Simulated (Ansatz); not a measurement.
One run on O (C2/m): free moments

Computed with DFT, PBE, all-electron LAPW, scalar-relativistic in Ansatz 0.2.0.

Command: `ansatz run input.yaml --threads 1 --pin off --max-ram 3072MiB --backend cpu --events-out ev --progress --plain --runs-dir out`

```yaml
crystal:
  lattice:
    - [2.8514028533, -1.66241594, 0.0]
    - [2.8514028533, 1.66241594, 0.0]
    - [-2.3944914034, 0.0, 3.6470501824]
  atoms:
    - { symbol: O, position: [0.02545383, 0.02545383, 0.15557402], spin: 0.6 }
    - { symbol: O, position: [0.97454617, 0.97454617, 0.84442598], spin: 0.6 }
magnetization:
  spin_polarized: true
kpoints:
  mp_grid: { grid: [10, 10, 8] }
scf:
  occupations: { method: fermi_dirac, width: 0.05 }
  lower_state_search: "off"
hamiltonian:
  xc: pbe
  pseudopotentials: { kind: all_electron, lapw: { basis_error: 0.001 } }
output:
  forces: true
  stress: true
  eigenvalues: false
  populations: true
  dos: { projected: true, de: 0.1, e_range: [-8, 5] }
```

Output:

```
settings of this run that can trade accuracy for cost: output.eigenvalues: false. Do not mix this run's numbers with those of runs without the same settings; the input reference describes each key
O: projections on atomic orbitals take those of the free atom 1s2 2s2 2p4, of charge +0.00 (hamiltonian.pseudopotentials.projection_atoms)
LAPW: plane waves up to 15.123 Å⁻¹, error target 1.0e-3 eV per atom; small_component_spin mean_spin; O in spheres of 0.611 Å, 8 of its electrons in bands, Dirac shells [] (how accurate: hamiltonian.pseudopotentials.lapw.basis_error, Limitations)
Engine: ansatz 0.2.0
Pseudopotentials: kind: all_electron
Pseudopotential: O, LAPW, valence charge 8, lapw/all_electron/scalar/gaussian/O, Koelling and Harmon's equation, gaussian nucleus
Functional definition: PBE
  parameter kappa = 0.804
  parameter beta = 0.06672455060314922
  exchange = pbe_x(kappa = kappa, mu = beta*pi^2/3)
  correlation = pbe_c(beta = beta)
Crystal: 2 atoms, lattice volume = 34.576 Å³
Basis set: ecut = 871.3565515253468 eV, 1999 PW (Γ), FFT grids on a1, a2, a1+a3, exchange–correlation at level 2
Bands: 13, of which v1, the nominal top of the filled ones, is band 8 counted from 1 (7 counted from 0)
Symmetry: 4 space group operations
Space group: C2/m (ITA 12), of the structure as read, at distance tolerance 3.3e-5 Å
Magnetic group: BNS 12.58 (UNI 65), of the structure as read, at distance tolerance 3.3e-5 Å
k-points: 227 of 800
Non-local potential: O, projectors of the file, none
Initial density: superposition of atomic densities (chi_scale 0.1, normalization cell)
Starting moments: Σ|m| = 1.2 μB on 2 of 2 sites
Initial wavefunctions: plane waves of lowest kinetic energy (no species holds an atomic orbital)
Functional: x = pbe(κ = 0.804, μ = 0.2195149727645171), c = pbe(β = 0.06672455060314922)
iter 1 solved again at ethr=2.67e-3 eV; its pass at ethr=1.00e-1 eV (dr2=4.27e-1 eV) is discarded
SCF iter   1: F=—  HF=-4091.552985 eV  |F-HF|=—  |Δ(HF+E_count)|=         —  Δρ=6.25e-2 (↑6.25e-2 ↓3.57e-2)  dr2=4.24e-1  dr2_m=6.31e-1  M=1.956 μB ∫|m|=1.957 μB  β_m=1.00  ethr=2.67e-3  ⟨swp⟩=2.0  Hψ=37152  notcnv=0
preconditioner: auto → none  [metal: Δε(μ)=0.039 eV  Ē_g=16.447 eV  σ=0.050 eV  W_gap=0.19  n_scr=8 (ndim 8)  ℏωp=20.0 eV  f_vac=0.277  D(μ)=0.72/eV (n_scr^D=2)  sad-step TF]
SCF iter   2: F=—  HF=-4091.915867 eV  |F-HF|=—  |Δ(HF+E_count)|=   3.63e-1  Δρ=2.05e-2 (↑2.05e-2 ↓1.42e-2)  dr2=2.03e-1  dr2_m=1.29e-2  M=2.000 μB ∫|m|=2.030 μB  β_m=1.00  ethr=2.65e-3  ⟨swp⟩=2.5  Hψ=16510  notcnv=0
iter 3 solved again at ethr=3.76e-5 eV; its pass at ethr=1.27e-3 eV (dr2=6.01e-3 eV) is discarded
[...]
the basis was enlarged: its passes take 8.6 MiB over the memory plan, 2 of 2 planned eigensolver slots
[...]
Mixer restart at iter 6: flushing history
spin-set hold released at iteration 6 (site moments contracting): the magnetisation degrees of freedom join the quasi-Newton model from the next iteration; the mixer history was flushed
SCF iter   7: F=—  HF=-4091.825514 eV  |F-HF|=—  |Δ(HF+E_count)|=   4.38e-7  Δρ=5.75e-5 (↑5.75e-5 ↓4.87e-5)  dr2=1.43e-6  dr2_m=3.91e-7  M=2.000 μB ∫|m|=2.038 μB  β_m=0.56  ethr=2.70e-8  ⟨swp⟩=2.2  Hψ=12372  notcnv=0
iter 8 did not close the SCF: its close was put off for a magnetic moment that had not settled (scf_convergence_deferred on its scf_iter line)
SCF iter   8: F=-4091.825515 eV  HF=-4091.825515 eV  |F-HF|=6.17e-8  |Δ(HF+E_count)|=   1.24e-6  Δρ=1.17e-5 (↑1.17e-5 ↓1.08e-5)  dr2=1.87e-8  dr2_m=2.94e-8  M=2.000 μB ∫|m|=2.038 μB  β_m=0.64  ethr=8.97e-9  ⟨swp⟩=3.0  Hψ=14074  notcnv=0
SCF iter   9: F=-4091.825515 eV  HF=-4091.825515 eV  |F-HF|=3.77e-11  |Δ(HF+E_count)|=   7.65e-8  Δρ=2.49e-6 (↑2.49e-6 ↓1.33e-6)  dr2=4.38e-10  dr2_m=1.06e-9  M=2.000 μB ∫|m|=2.038 μB  ethr=1.17e-10  ⟨swp⟩=4.0  Hψ=16059  notcnv=0
SCF 1 converged in 9 iterations: F = -4091.825515 eV  dr2 = 4.38e-10
SCF converged after 9 iterations
Magnetization: 2.0000 μB (9.0000 up, 7.0000 down)
Absolute magnetization: 2.0380 μB (∫|ρ↑−ρ↓|)
Spin contamination: 0.0044 ħ² per cell (⟨S²⟩ above its minimum at these occupations)
Per-site moments (μB) at R_I (Å): [(0.6440862157667482, 0.6112453014491346), (0.6440862157667482, 0.6112453014491346)]
Free energy (F): -4091.825515 eV
Harris-Foulkes:  -4091.825515 eV  (|F-HF|=3.77e-11)
Internal energy: -4091.825515 eV  (E = F + TS)
E sigma→0 (E₀):  -4091.825515 eV
Entropy (-TS):   -0.000000 eV (-0.000 meV/atom)
Fermi energy:    -0.282496 eV
--- Per-component energies (eV) ---
  E_band       = -2161.927901
  E_kinetic    = 4086.196103
  E_xc         = -459.839047
  E_electrostatic = -7718.182571  (all electrons and nuclei)
  E_smearing   = -0.000000  (= −TS)
  E_closure    = 0.000000  (closes the sum)
  E_atoms      = -4081.807007  (free atoms, spherical and without spin; not in F)
  Σ components = -4091.825515   (vs F -4091.825515, Δ=0.00e0)
  Basis errors (estimates in eV, not in F): energy 6.5e-4 per atom: plane waves 6.1e-4 (3.9e-4 summed), levels above the bands 3.6e-127, relativity 2.3e-8, radial functions 4.1e-5, core shells 0.0e0; eigenvalues (radial functions only) 1.1e-6; not estimated: angular momenta, meshes, grids; target (lapw.basis_error) 1.0e-3; muffin-tin radii O 0.611 Å
--- Forces (eV/Å), atoms counted from 1 ---
  atom   1  O      0.14464809    -0.00000000    -0.36064360
  atom   2  O     -0.14464809     0.00000000     0.36064360
  max |Σ_I F_I| component: 0.00e0 eV/Å
--- Stress (GPa, compression-positive) ---
        1.154980       0.000000       0.826936
        0.000000       1.483014      -0.000000
        0.826936      -0.000000      -0.745024
  P = ⅓ Tr σ = 0.6310 GPa (6.310 kbar)
--- Band table (eV; the first three rows and the last of 454) ---
  k-point 0 ↑: bands = ["-509.2522", "-509.2505", "-27.1241", "-14.9290", "-8.5116", "-7.3754", "-7.3477", "-1.3968", "-1.1345", "6.1122", "9.8983", "13.7655", "14.8618"]
  k-point 1 ↑: bands = ["-509.2522", "-509.2505", "-27.1189", "-14.9941", "-8.3919", "-7.3857", "-7.3579", "-1.3667", "-1.1155", "6.0868", "9.7947", "12.3444", "16.7884"]
  k-point 2 ↑: bands = ["-509.2522", "-509.2505", "-27.1062", "-15.1444", "-8.1029", "-7.4103", "-7.3857", "-1.2923", "-1.0701", "6.0635", "9.1457", "11.4894", "17.2662"]
  k-point 226 ↓: bands = ["-508.5398", "-508.5380", "-25.8025", "-13.2417", "-6.9980", "-6.4331", "-5.6598", "0.6379", "1.1035", "8.2419", "10.6335", "11.9781", "15.8607"]
--- Löwdin populations: 2 sites ---
  site symbol       q [e]    m [muB]
     0      O      7.9495     0.9956
     1      O      7.9495     0.9956
  spilling = 0.006315 (of n_electrons = 16.000000)
settings of this run that can trade accuracy for cost: output.eigenvalues: false. Do not mix this run's numbers with those of runs without the same settings; the input reference describes each key
```

populations.tsv:

```
# site	symbol	l	j	q_up	q_dn
# orbitals = lowdin
# n_electrons = 16.000000
# spilling = 0.006315
# projection_atom_O: 1s2 2s2 2p4
0	O	0_1S	-	0.999342	0.999324
0	O	0_2S	-	0.907032	0.896240
0	O	1_2P	-	2.566188	1.581352
1	O	0_1S	-	0.999342	0.999324
1	O	0_2S	-	0.907032	0.896240
1	O	1_2P	-	2.566188	1.581352
```

Site moments (μB): O1 0.64, O2 0.64. Cell moment 2.00 μB.

The magnetic group in the log treats spin as a scalar label, without spin–orbit coupling.

The Ansatz runs typed with the search for lower states off end where their start leads. The magnetic state is the one that this cell and start allow. It needn't be the compound's measured order, which may need a larger cell or be absent.

It took 3.1 min on 1 thread of Arm Neoverse V2, with other jobs on the host, peak memory 2.4 GiB.
